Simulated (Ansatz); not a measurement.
SrCl2 in the CdI2 structure, relaxed with r2SCAN+rVV10 in the plane-wave code Ansatz. Space group P-3m1 (No. 164), trigonal; a = 4.407 Å, c = 5.596 Å in the conventional setting, 31.38 Å³ an atom. Around Sr lie 6 Cl at 2.90 Å; around Cl lie 3 Sr at 2.90 Å.

The axes x, y and z are those of this cell:
```
Sr Cl
1.0
     4.40725    0.00000    0.00000
    -2.20362    3.81679    0.00000
     0.00000    0.00000    5.59606
Sr Cl
1 2
Direct
  0.00000 0.00000 0.00000
  0.33333 0.66667 0.24870
  0.66667 0.33333 0.75130
```

Unstrained: PBE gives a direct gap of 5.163 eV at Γ. r2SCAN gives a direct gap of 5.789 eV at Γ. The HSE06 gap is direct at Γ: 6.455 eV. Meshes: PBE 6×6×6, r2SCAN 6×6×6, HSE06 6×6×4. Strains are changes of length per length. After each strain the atoms were relaxed again with r2SCAN+rVV10 within the symmetry that the strain leaves, so tilts or polar shifts that break it weren't tested; points keep the names that they have in the unstrained zone. Simulation only: spin-unpolarised, and no claim that this is the phase found in nature.

(1) Estimate what isotropic +3.0 % on every length does to the gap.

(2) Estimate what uniaxial -4.0 % along x, other directions held does to the gap.

(3) Estimate what uniaxial -5.0 % along z, other directions held does to the gap.

(4) For epitaxial +3.0 % in the xy plane, how far does the free direction move, and what happens to the gap?

(5) Estimate what isotropic +4.0 % on every length does to the gap.

(6) Order the strained cells by their HSE06 gap, smallest first.
A. uniaxial -5.0 % along z, other directions held
B. uniaxial -4.0 % along x, other directions held
C. isotropic +3.0 % on every length
D. epitaxial +3.0 % in the xy plane
E. isotropic +4.0 % on every length

Answers

(1) PBE: the gap goes from 5.163 to 5.002 eV (-0.161 eV); with r2SCAN the top three valence levels at Γ, grouped 1+2 from the top over 472 meV, become 1+2 over 434 meV. r2SCAN: the gap goes from 5.789 to 5.629 eV (-0.160 eV). HSE06: the gap goes from 6.455 to 6.286 eV (-0.169 eV).

(2) PBE: the gap goes from 5.163 to 5.288 eV (+0.125 eV); with r2SCAN the top three valence levels at Γ, grouped 1+2 from the top over 472 meV, become 1+1+1 over 523 meV. r2SCAN: the gap goes from 5.789 to 5.863 eV (+0.074 eV); it turns from direct (Γ) to indirect (Γ → M [(0, -1/2, 0)]). HSE06: the gap goes from 6.455 to 6.585 eV (+0.130 eV).

(3) PBE: the gap goes from 5.163 to 5.099 eV (-0.064 eV); with r2SCAN the top three valence levels at Γ, grouped 1+2 from the top over 472 meV, become 1+2 over 532 meV. r2SCAN: the gap goes from 5.789 to 5.710 eV (-0.079 eV). HSE06: the gap goes from 6.455 to 6.391 eV (-0.064 eV).

(4) The normal strain at zero normal stress is -4.01 %, 1.34 of the in-plane strain with the sign turned. PBE: the gap goes from 5.163 to 4.882 eV (-0.281 eV); with r2SCAN the top three valence levels at Γ, grouped 1+2 from the top over 472 meV, become 1+2 over 517 meV. r2SCAN: the gap goes from 5.789 to 5.483 eV (-0.306 eV). HSE06: the gap goes from 6.455 to 6.165 eV (-0.290 eV).

(5) PBE: the gap goes from 5.163 to 4.950 eV (-0.213 eV); with r2SCAN the top three valence levels at Γ, grouped 1+2 from the top over 472 meV, become 1+2 over 419 meV. r2SCAN: the gap goes from 5.789 to 5.579 eV (-0.210 eV). HSE06: the gap goes from 6.455 to 6.232 eV (-0.223 eV).

(6) D (6.16 eV), E (6.23 eV), C (6.29 eV), A (6.39 eV), B (6.59 eV).

The meshes of the hybrids are coarse, so their gaps aren't converged to the digits shown.

The splittings at Γ are without spin-orbit coupling, which regroups them where it is of like size or larger.
